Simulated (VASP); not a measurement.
# Te (Imma) in VASP: single point with PBE+D3(BJ)

Aim: the single point of Te with PBE+D3(BJ).

All numbers are computed with VASP 6.6.1; they aren't measurements. Logs are shortened: lines on timing, memory, paths and dates and some standing lists are left out, and cuts for length are marked.

**1. Starting point**

It takes space group Imma (No. 74, orthorhombic). Conventional cell: a = 5.916 Å, b = 7.752 Å, c = 3.070 Å, α = 90.00°, β = 90.00°, γ = 90.00°. Te (site symmetry mm2) is surrounded by 4 Te at 2.96 to 3.07 Å.

This isn't the form of Te at room conditions, which is trigonal, of chains.

**2. Single point, PBE+D3(BJ)**

File INCAR:

```
SYSTEM = Te
PREC = Accurate
ENCUT = 520
EDIFF = 1E-6
ISMEAR = 0
SIGMA = 0.1
LREAL = .FALSE.
LASPH = .TRUE.
NELM = 100
ALGO = Fast
ISIF = 2
LWAVE = .FALSE.
LCHARG = .FALSE.
GGA = PE
IVDW = 12
NBANDS = 13
```

File KPOINTS:

```
Automatic mesh
0
G
  6 6 6
  0 0 0
```

File POSCAR:

```
Te
1.0
   -2.9577914636      3.8759656627      1.5351528885
    2.9577914636     -3.8759656627      1.5351528885
    2.9577914636      3.8759656627     -1.5351528885
Te
2
Direct
    0.9990709800      0.2490709800      0.7500000000
    0.0009290200      0.7509290200      0.2500000000
```

Potentials or basis: VASP PAW PBE potentials, release 64 (Te).

Run with:

```console
$ cat potpaw_PBE.64/Te/POTCAR > POTCAR
$ mpirun -np 1 vasp_std > vasp.out
```

OUTCAR:

```text
SYSTEM = Te
   PREC = Accurate
   ENCUT = 520
   EDIFF = 1E-6
   ISMEAR = 0
   LREAL = .FALSE.
   LASPH = .TRUE.
   NELM = 100
   ISIF = 2
   GGA = PE
   IVDW = 12
 IVDW          = 12

 ion  position               nearest neighbor table
   1  0.999  0.249  0.750-   2 2.96   2 2.96
   2  0.001  0.751  0.250-   1 2.96   1 2.96

  LATTYP: Found a body centered orthorhombic cell.
 ALAT       =     3.0703057770
 B/A-ratio  =     1.9267080730
 C/A-ratio  =     2.5248075887

  Lattice vectors:

 A1 = (   2.9577914636,  -3.8759656627,   1.5351528885)
 A2 = (  -2.9577914636,  -3.8759656627,  -1.5351528885)
 A3 = (   2.9577914636,   3.8759656627,  -1.5351528885)

Analysis of symmetry for initial positions (statically):
=====================================================================
 Subroutine PRICEL returns:
 Original cell was already a primitive cell.

 Routine SETGRP: Setting up the symmetry group for a
 body centered orthorhombic supercell.

 Subroutine GETGRP returns: Found  8 space group operations
 (whereof  4 operations were pure point group operations)
 out of a pool of  8 trial point group operations.

The static configuration has the point symmetry C_2h.
 The point group associated with its full space group is D_2h.

Analysis of symmetry for dynamics (positions and initial velocities):
=====================================================================
 Subroutine PRICEL returns:
 Original cell was already a primitive cell.

 Routine SETGRP: Setting up the symmetry group for a
 body centered orthorhombic supercell.

 Subroutine GETGRP returns: Found  8 space group operations
 (whereof  4 operations were pure point group operations)
 out of a pool of  8 trial point group operations.

The dynamic configuration has the point symmetry C_2h.
 The point group associated with its full space group is D_2h.

 Subroutine INISYM returns: Found  8 space group operations
 (whereof  4 operations are pure point group operations),
 and found     1 'primitive' translations

----------------------------------------------------------------------------------------

                                     Primitive cell

  volume of cell :      70.3978

  direct lattice vectors                    reciprocal lattice vectors
    -2.957791464  3.875965663  1.535152889     0.000000000  0.129000111  0.325700459
     2.957791464 -3.875965663  1.535152889     0.169045048  0.000000000  0.325700459
     2.957791464  3.875965663 -1.535152889     0.169045048  0.129000111  0.000000000

  length of vectors
     5.111588261  5.111588261  5.111588261     0.350316739  0.366956424  0.212643497

  position of ions in fractional coordinates (direct lattice)
     0.999070980  0.249070980  0.750000000
     0.000929020  0.750929020  0.250000000

  ion indices of the primitive-cell ions
   primitive index   ion index
                 1           1
                 2           2

----------------------------------------------------------------------------------------

 KPOINTS: Automatic mesh

Automatic generation of k-mesh.
 Grid dimensions read from file:
 generate k-points for:    6    6    6

 Generating k-lattice:

  Cartesian coordinates                     Fractional coordinates (reciprocal lattice)
     0.000000000  0.021500018  0.054283410     0.166666667  0.000000000 -0.000000000
     0.028174175  0.000000000  0.054283410     0.000000000  0.166666667  0.000000000
     0.028174175  0.021500018  0.000000000    -0.000000000  0.000000000  0.166666667

  Length of vectors
     0.058386123  0.061159404  0.035440583

  Shift w.r.t. Gamma in fractional coordinates (k-lattice)
     0.000000000  0.000000000  0.000000000

 Subroutine IBZKPT returns following result:
 ===========================================

 Found     46 irreducible k-points:

 Following reciprocal coordinates:
            Coordinates               Weight
  0.000000  0.000000  0.000000      1.000000
  0.166667  0.000000  0.000000      4.000000
  0.333333  0.000000 -0.000000      4.000000
  0.500000  0.000000  0.000000      2.000000
  0.000000  0.166667  0.000000      4.000000
  0.166667  0.166667 -0.000000      8.000000
[... 16 lines left out ...]
 -0.166667  0.166667  0.166667      2.000000
  0.166667  0.333333  0.166667      4.000000
 [... further k-points ...]
   k-points           NKPTS =     46   k-points in BZ     NKDIM =     46   number of bands    NBANDS=     13
   number of dos      NEDOS =    301   number of ions     NIONS =      2
   total plane-waves  NPLWV =  64000
   dimension x,y,z NGX =    40 NGY =   40 NGZ =   40
   dimension x,y,z NGXF=    80 NGYF=   80 NGZF=   80
   ions per type =               2
   NGX,Y,Z   is equivalent  to a cutoff of  13.01, 13.01, 13.01 a.u.
   NGXF,Y,Z  is equivalent  to a cutoff of  26.02, 26.02, 26.02 a.u.
 SYSTEM =  Te
   PREC   = accura    normal or accurate (medium, high low for compatibility)
   ISTART =      0    job   : 0-new  1-cont  2-samecut
   ICHARG =      2    charge: 1-file 2-atom 10-const
   ISPIN  =      1    spin polarized calculation?
   LNONCOLLINEAR =      F non collinear calculations
   LSORBIT =      F    spin-orbit coupling
   LASPH  =      T    aspherical Exc in radial PAW
   ENCUT  =  520.0 eV  38.22 Ry    6.18 a.u.   9.50  9.50  9.50*2*pi/ulx,y,z
   NELM   =    100;   NELMIN=  2; NELMDL= -5     # of ELM steps
   EDIFF  = 0.1E-05   stopping-criterion for ELM
   LREAL  =      F    real-space projection
   EDIFFG = 0.1E-04   stopping-criterion for IOM
   NSW    =      0    number of steps for IOM
   IBRION =     -1    ionic relax: 0-MD 1-quasi-New 2-CG
   NFREE  =      0    steps in history (QN), initial steepest desc. (CG)
   ISIF   =      2    stress and relaxation
   ISYM   =      2    0-nonsym 1-usesym 2-fastsym
   POTIM  = 0.5000    time-step for ionic-motion
   TEBEG  =    0.0;   TEEND  =   0.0 temperature during run
   PSTRESS=    0.0 pullay stress
   NELECT =      12.0000    total number of electrons
   NUPDOWN=      -1.0000    fix difference up-down
   EMIN   =  10.00;   EMAX   =-10.00  energy-range for DOS
   EFERMI =   0.00;   METHOD = LEGACY
   ISMEAR =     0;   SIGMA  =   0.10  broadening in eV -4-tet -1-fermi 0-gaus
   EFERMI_NEDOS =   21; number of points for ismear=-14 and -15
   IALGO  =     68    algorithm
   IMIX   =      4    mixing-type and parameters
     AMIX     =   0.40;   BMIX     =  1.00
     AMIX_MAG =   1.60;   BMIX_MAG =  1.00
  volume/ion in A,a.u.               =      35.20       237.53
  Fermi-wavevector in a.u.,A,eV,Ry     =   0.907714  1.715330 11.210440  0.823944
  Thomas-Fermi vector in A             =   2.031554
   LORBIT       =      0    0 simple, 1 ext, 2 COOP (PROOUT), +10 PAW based schemes
   GGA     = PE    functional components
   LHFCALC =     F    Hartree Fock is set to
   AEXX    =    0.0000 exact exchange contribution
   IVDW    =    12    specifies the selected vdW correction
   LEPSILON=     F    determine dielectric tensor
   LRPA    =     F    only Hartree local field effects (RPA)
 non-spin polarized calculation
 RMM-DIIS sequential band-by-band and
 Gauss-broadening in eV      SIGMA  =   0.10
  energy-cutoff  :      520.00
  volume of cell :       70.40
 maximum number of plane-waves:      1931
 NGX is ok and might be reduce to    40
   NGX = 19   NGY = 19   NGZ = 19

 number of electron      11.9999999 magnetization

 Free energy of the ion-electron system (eV)
  ---------------------------------------------------
  ext. energy  EPLUGINS =         0.00000000
  ---------------------------------------------------
  free energy    TOTEN  =        -5.87186893 eV

  energy without entropy =       -5.85927712  energy(sigma->0) =       -5.86557303

 E-fermi :   5.2261     XC(G=0):  -8.8829

 val. band max:        5.2025601074   @ k =   0.0000   0.1667   0.0000
 cond. band min:       5.2450872090   @ k =   0.5000   0.3333  -0.0000
 fundamental gap:      0.0425271015
 Fermi energy:         5.2261451962

 k-point     1 :       0.0000    0.0000    0.0000
  band No.  band energies     occupation
      1      -8.1080      2.00000
      2      -5.0130      2.00000
      3      -0.3436      2.00000
      4       3.1191      2.00000
      5       3.5994      2.00000
      6       8.0192      0.00000
      7       8.2742      0.00000
      8       8.7621      0.00000
      9       9.1365      0.00000
     10       9.7789      0.00000
     11      12.8655      0.00000
     12      14.6259      0.00000
     13      15.7464      0.00000

 k-point     2 :       0.1667    0.0000    0.0000
  band No.  band energies     occupation
      1      -7.6988      2.00000
      2      -4.6557      2.00000
      3      -0.0464      2.00000
      4       3.5856      2.00000
      5       3.6525      2.00000
      6       5.0914      1.94339
      7       7.0314      0.00000
      8       8.8296      0.00000
      9       9.1382      0.00000
     10       9.9766      0.00000
     11      12.8277      0.00000
     12      13.7726      0.00000
     13      14.0492      0.00000

 k-point     3 :       0.3333    0.0000   -0.0000
  band No.  band energies     occupation
      1      -6.6042      2.00000
      2      -3.6740      2.00000
      3       0.6811      2.00000
      4       1.3531      2.00000
      5       3.4449      2.00000
      6       3.7955      2.00000
      7       5.0950      1.93636
      8       9.4742      0.00000
      9      10.0509      0.00000
     10      10.1720      0.00000
     11      10.7267      0.00000
     12      13.1587      0.00000
     13      14.3593      0.00000
[... 305 lines left out ...]
 k-point    23 :      -0.1667    0.1667    0.1667
  band No.  band energies     occupation
      1      -7.6699      2.00000
      2      -6.0486      2.00000
      3       1.7047      2.00000
      4       2.2209      2.00000
      5       4.0081      2.00000
      6       5.3563      0.06563
      7       8.4299      0.00000
      8       9.0984      0.00000
      9       9.5726      0.00000
     10      10.0501      0.00000
     11      13.8582      0.00000
     12      14.2995      0.00000
     13      17.5903      0.00000

 k-point    24 :       0.1667    0.3333    0.1667
  band No.  band energies     occupation
      1      -4.7493      2.00000
      2      -4.7482      2.00000
      3       0.4515      2.00000
      4       0.4525      2.00000
      5       4.7901      2.00000
      6       4.7972      2.00000
      7       5.3016      0.28597
      8       5.3025      0.28034
      9      10.4177      0.00000
     10      10.4266      0.00000
     11      11.5371      0.00000
     12      11.5395      0.00000
     13      15.5370      0.00000

 [... further k-points ...]

------------------------ aborting loop because EDIFF is reached ----------------------------------------

 Edisp (eV)   -0.81850

 E8    (eV) :    -0.3739

  FORCE on cell =-STRESS in cart. coord.  units (eV):
  Direction    XX          YY          ZZ          XY          YZ          ZX
  --------------------------------------------------------------------------------------
  -------------------------------------------------------------------------------------
  Total      -0.86753    -0.63129    -0.04223     0.00000    -0.00000     0.00000
  in kB     -19.74408   -14.36747    -0.96121     0.00000    -0.00000     0.00000
  external pressure =      -11.69 kB  Pullay stress =        0.00 kB

 VOLUME and BASIS-vectors are now :
 -----------------------------------------------------------------------------
  energy-cutoff  :      520.00
  volume of cell :       70.40
      direct lattice vectors                 reciprocal lattice vectors
    -2.957791464  3.875965663  1.535152889     0.000000000  0.129000111  0.325700459
     2.957791464 -3.875965663  1.535152889     0.169045048  0.000000000  0.325700459
     2.957791464  3.875965663 -1.535152889     0.169045048  0.129000111  0.000000000

 POSITION                                       TOTAL-FORCE (eV/Angst)
 -----------------------------------------------------------------------------------
      0.00000      5.81395      0.76472        -0.000000      0.000000      0.003559
      2.95779     -1.93798      0.77043         0.000000     -0.000000     -0.003559
 -----------------------------------------------------------------------------------
    total drift:                               -0.000000      0.000000     -0.000000

  FREE ENERGIE OF THE ION-ELECTRON SYSTEM (eV)
  ---------------------------------------------------
  free  energy   TOTEN  =        -6.6903642971 eV

  energy  without entropy=       -6.6777724939  energy(sigma->0) =       -6.68406840
```

Run time: 42 s. Hardware: 1 thread of Intel Xeon Platinum 8488C (Sapphire Rapids), shared host; peak memory 0.24 GiB.

Results:

* Free energy: -6.6904 eV
* Pressure: -1.2 GPa
* Largest force: 0.004 eV/Å
* Band gap on the k mesh: none (metal or under the smearing width)
* Dispersion energy per atom: -0.409 eV

Forces in eV/Å, atoms in the order of the input:
```
Te   0.000  0.000  0.004
Te   0.000  0.000 -0.004
```

Levels at points of the mesh, in eV from the Fermi level:
```csv
k point,band 2,band 3,band 4,band 5,band 6,band 7,band 8,band 9,band 10,band 11
"(0.00, 0.00, 0.00)",-10.24,-5.57,-2.11,-1.63,2.79,3.05,3.54,3.91,4.55,7.64
"(0.50, 0.00, 0.00)",-8.09,-5.65,-4.07,-3.51,-1.26,0.96,3.08,4.00,5.42,7.14
"(0.00, 0.50, 0.00)",-9.98,-4.74,-4.73,-0.62,-0.61,0.07,0.08,6.18,6.21,6.31
"(0.50, 0.50, 0.00)",-12.17,-2.47,-2.47,-1.83,-1.83,3.49,3.49,7.22,7.22,8.54
"(0.50, 0.50, 0.50)",-10.65,-5.99,-4.58,0.52,2.44,3.87,4.87,7.27,7.40,7.42
```

Caveat: the k mesh is coarse (spacing up to 0.38 Å⁻¹), so the values aren't converged; pairwise dispersion overbinds metals, which lowers pressure and volume.
